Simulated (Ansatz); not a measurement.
The parent structure is Sb2Te3 in the Bi2Te3 type structure (space group R-3m, No. 166; a = 4.2108 Å, c = 29.1909 Å (hexagonal axes)).

Level of theory: plane-wave PAW DFT at the PBEsol-D3(BJ) level (Ansatz, a quantum-chemistry and plane-wave program, 420 eV), spin-orbit coupling left out, earlier PAW set.

Base values:

Pressure: 0.0 GPa

Now apply this change: the cell is scaled by 0.9755 in all directions; the atoms relax in the strained cell.

Question: What happens to the largest internal atomic displacement?

Answer: The largest internal atomic displacement is 0.062 Å.

Question: Estimate the effect on the energy relative to the base.

Answer: The energy increases by 29 meV/atom.

Question: Predict the new pressure.

Answer: The pressure (mean of the normal stresses, compression positive) goes from zero to 4.7 GPa.

A case with no gap was solved on a k-mesh chosen for an insulator, which is coarse for it. Stability against distortions was not tested. The final runs are not spin-polarised. Gaps under 0.05 eV, about the width of the smearing, are given as zero.
